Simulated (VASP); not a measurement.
# Si2Ge: relaxation of cell and atoms with PBE

The system is Si2Ge.

```
Si Ge
1.0
     3.92811    0.00000    0.00000
    -1.96405    3.40184    0.00000
     0.00000    0.00000    9.58400
Si Ge
4 2
Direct
  0.00000 0.00000 0.87719
  0.00000 0.00000 0.12281
  0.33333 0.66667 0.53955
  0.66667 0.33333 0.46045
  0.33333 0.66667 0.79205
  0.66667 0.33333 0.20795
```

The cell was built by a generator and needn't be a form met in nature.

```json
{
  "Program": "VASP 6.6.1",
  "Task": "relaxation of cell and atoms",
  "Functional": "PBE",
  "Potentials or basis": "VASP PAW PBE potentials, release 64 (Si, Ge_d)",
  "Cutoff": "520 eV",
  "k mesh": "8 × 8 × 4",
  "Occupations": "gaussian, width 0.03 eV",
  "Spin": "no spin polarisation",
  "Further INCAR settings": "ALGO = Normal; EDIFF = 1e-06; IBRION = 2; EDIFFG = -0.01; NSW = 90; ISIF = 3"
}
```

```yaml
Relaxed_volume: 21.41 Å³/atom
Relaxed_cell: a = 3.928 Å, b = 3.928 Å, c = 9.613 Å, α = 90.00°, β = 90.00°, γ = 120.00°
Space_group_after_relaxing_to_0.05_Å: P-3m1 (No. 164)
Energy_gained_by_relaxing: 0.1 meV/atom
Ionic_steps: 7
Pressure_after_relaxing: -0.1 GPa
Largest_force_after_relaxing: 0.005 eV/Å
Band_gap_on_the_k_mesh: 0.58 eV, indirect (least direct gap 1.09 eV)
```

Forces on the atoms (eV/Å):
```
Si   0.000  0.000  0.000
Si   0.000  0.000  0.000
Si   0.000  0.000  0.005
Si   0.000  0.000 -0.005
Ge   0.000  0.000 -0.001
Ge   0.000  0.000  0.001
```

Step by step:
```
step  energy change (eV)  largest force (eV/Å)  pressure (GPa)  volume (Å³)
   1              0.0000                0.0486            0.19       128.07
   2             -0.0005                0.0438           -0.07       128.53
   3             -0.0007                0.0334            0.04       128.39
   4             -0.0007                0.0353           -0.05       128.41
   5             -0.0007                0.0341            0.00       128.40
   6             -0.0007                0.0052           -0.07       128.44
   7             -0.0007                0.0052           -0.05       128.44
```

Final structure:
```xyz
6
Lattice="3.9280 0.0000 0.0000 -1.9640 3.4017 0.0000 0.0000 0.0000 9.6125" Properties=species:S:1:pos:R:3 pbc="T T T"
Si    3.9280    0.0000    8.4340
Si    0.0000    0.0000    1.1785
Si    0.0000    2.2678    5.1850
Si    1.9640    1.1339    4.4275
Ge    0.0000    2.2678    7.6135
Ge    1.9640    1.1339    1.9990
```

Levels at points of the mesh, in eV from the valence-band top:
```tsv
k point	band 19	band 20	band 21	band 22	band 23	band 24	band 25	band 26
(0.00, 0.00, 0.00)	-0.96	-0.03	0.00	0.00	1.09	1.27	1.98	2.47
(0.50, 0.00, 0.00)	-2.86	-2.81	-1.91	-1.74	0.74	0.75	1.83	2.06
(0.00, 0.00, 0.50)	-0.58	-0.58	-0.37	-0.37	1.00	1.81	1.82	2.98
(0.50, 0.00, 0.50)	-2.67	-2.53	-1.27	-1.26	0.89	0.99	1.24	2.67
```

It took 82 s on 4 MPI ranks on Intel(R) Xeon(R) Platinum 8488C (Sapphire Rapids) (shared host), peak memory 0.29 GiB a rank.

A k mesh can miss the band edges.
